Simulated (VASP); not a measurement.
## Cu: single point with PBEsol

Cu:

```
Cu
1.0
     1.21846   -3.97638    0.00000
     1.21846    3.97638    0.00000
     0.00000    0.00000    2.47550
Cu
2
Direct
  0.13387 0.86613 0.25000
  0.86613 0.13387 0.75000
```

This isn't the form of Cu at room conditions, which is fcc.

| Quantity | Value |
| --- | --- |
| Program | VASP 6.6.1 |
| Task | single point |
| Functional | PBEsol |
| Potentials or basis | VASP PAW PBE potentials, release 64 (Cu) |
| Cutoff | 520 eV |
| k mesh | 8 × 8 × 8 |
| Occupations | gaussian, width 0.1 eV |
| Spin | no spin polarisation |
| Dipole correction | no |
| Further INCAR settings | ALGO = Normal; EDIFF = 1e-06; NBANDS = 18 |

| Item | Value |
| --- | --- |
| Pressure | -0.9 GPa |
| Largest force | 0.007 eV/Å |
| Band gap on the k mesh | none (metal or under the smearing width) |

Forces on the atoms (eV/Å):
```
Cu   0.000 -0.007  0.000
Cu   0.000  0.007  0.000
```

Stress tensor (GPa, compression positive):
```
 0.02  0.00  0.00
 0.00 -1.29  0.00
 0.00  0.00 -1.39
```

Levels at points of the mesh, in eV from the Fermi level:
| k point | band 7 | band 8 | band 9 | band 10 | band 11 | band 12 | band 13 | band 14 | band 15 | band 16 |
| --- | --- | --- | --- | --- | --- | --- | --- | --- | --- | --- |
| (0.00, 0.00, 0.00) | -2.35 | -2.04 | -1.85 | -1.71 | -1.47 | -0.10 | 4.77 | 14.70 | 18.35 | 19.23 |
| (0.50, 0.00, 0.00) | -2.71 | -2.51 | -2.14 | -1.68 | -0.50 | 1.25 | 2.49 | 6.84 | 12.85 | 15.65 |
| (0.50, 0.50, 0.00) | -2.60 | -2.33 | -2.31 | -1.94 | -1.61 | -1.54 | 13.58 | 15.25 | 15.52 | 17.57 |
| (0.00, 0.00, 0.50) | -2.74 | -2.74 | -1.72 | -1.72 | -0.05 | -0.05 | 8.16 | 8.16 | 9.38 | 9.38 |
| (0.50, 0.00, 0.50) | -1.84 | -1.84 | -1.29 | -1.29 | 3.67 | 3.67 | 7.45 | 7.45 | 9.62 | 9.62 |
| (0.50, 0.50, 0.50) | -2.00 | -2.00 | -1.58 | -1.58 | -1.00 | -1.00 | 3.66 | 3.66 | 17.86 | 17.86 |

Run time: 19 s on 1 thread of Intel(R) Xeon(R) Platinum 8559C (Emerald Rapids) (shared host), peak memory 0.17 GiB.

Caveat: the PAW data sets were made with another functional, which shifts forces and pressure a little.
